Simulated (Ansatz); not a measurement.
SiNi3:

```
Ni Si
1.0
     1.29280    0.74640    7.66199
    -1.29280    0.74640    7.66199
     0.00000   -1.49280    7.66199
Ni Si
3 1
Direct
  0.25473 0.25473 0.25473
  0.50000 0.50000 0.50000
  0.74527 0.74527 0.74527
  0.00000 0.00000 0.00000
```

The cell comes from a database or a generator and needn't be the stable form of this composition.

Base run:

* Program: Ansatz 0.2.0
* Functional: PBEsol
* Potentials or basis: all-electron LAPW, scalar-relativistic
* Cutoff: 280 eV (chosen from the basis error)
* Basis error allowed: 0.002 eV/atom
* k mesh: 12 × 12 × 12
* Occupations: fermi-dirac, width 0.05 eV
* Spin: collinear spin, ferromagnetic start
* Starting moments: [1.0, 1.0, 1.0, 0.0] μB
* Hubbard terms: Ni d U = 8 eV

Its results: band gap on the k mesh none (metal or under the smearing width); pressure 0.2 GPa; net moment 1.36 μB per cell; site moments Ni +0.09, +1.27; Si -0.02 μB; largest force 0.264 eV/Å.

The run is repeated on the same cell with these changes: hubbard terms from Ni d U = 8 eV to Ni d U = 6 eV. What comes out?

Band gap on the k mesh none (metal or under the smearing width); pressure -1.9 GPa; net moment 1.29 μB per cell; site moments Ni +0.14, +1.11; Si -0.01 μB; largest force 0.198 eV/Å.

Caveats: the magnetic state may not be the lowest; U is the effective U less J, on atomic orbitals that reach past the spheres; the U is typed as a test and isn't derived for this compound.
